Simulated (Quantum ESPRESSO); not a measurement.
**Ag in Quantum ESPRESSO: the effect of functional**

The system is Ag.

```
Ag
1.0
     0.00000    2.04275    2.04275
     2.04275    0.00000    2.04275
     2.04275    2.04275    0.00000
Ag
1
Direct
  0.00000 0.00000 0.00000
```

Alike in all runs:

| Item | Value |
| --- | --- |
| Program | Quantum ESPRESSO 7.5 |
| Task | phonon dispersion |
| k mesh | 12 × 12 × 12 |
| Occupations | cold, width 0.2 eV |
| Spin | no spin polarisation |

Each run relaxes the cell or the atoms first.

```csv
functional,potentials or basis,cutoff,relaxed volume (Å³/atom),highest phonon frequency (cm⁻¹)
LDA,PseudoDojo 0.4.1 SR LDA standard,1170 eV,?,?
PBE,PseudoDojo 0.4.1 SR PBE standard,1116 eV,17.80,161
PBEsol,PseudoDojo 0.4.1 SR PBEsol standard,1116 eV,16.67,178
```

Question: What does the run with functional LDA give?

Answer: Relaxed volume 16.03 Å³/atom; highest phonon frequency 190 cm⁻¹.
